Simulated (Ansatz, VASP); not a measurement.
Cu: VASP beside Ansatz

```
Cu
1.0
    -1.44279    1.44279    1.37608
     1.44279   -1.44279    1.37608
     1.44279    1.44279   -1.37608
Cu
1
Direct
  0.00000 0.00000 0.00000
```

This isn't the form of Cu at room conditions, which is fcc.

Alike in both runs: task relaxation of cell and atoms; functional RPBE; dispersion D4; k mesh 13 × 13 × 13; occupations fermi-dirac, width 0.05 eV; no spin polarisation.

|  | VASP | Ansatz |
| --- | --- | --- |
| version | VASP 6.6.1 | Ansatz 0.2.0 |
| potentials or method | VASP PAW PBE potentials, release 64 (Cu) | Ansatz PAW |
| plane-wave cutoff (eV) | 600 | 420 |
| valence electrons in the cell | 11 | 19 |

```tsv
	VASP	Ansatz	Ansatz less VASP
gap on the k mesh at the Fermi level, each at its own relaxed structure (eV)	none	none	-
relaxed volume (Å³/atom)	11.32	11.27	-0.050
relaxed cell length with the largest relative difference (Å)	2.451	2.447	-0.0038
energy change over the relaxation (meV/atom)	-1	-2	-0.7
```

A gap of «none» marks a metal or a gap that the smearing closes. The two sets of potentials don't hold the same shells in valence.

Caveats: pairwise dispersion overbinds metals, which lowers pressure and volume; the PAW data sets were made with another functional, which shifts forces and pressure a little (VASP); the plane-wave basis is chosen anew once the cell has moved, so the energies of steps on either side of that aren't comparable (Ansatz); the PAW data sets come from PBE, with cores solved anew for the run's functional, which leaves a small shift of forces and pressure (Ansatz).
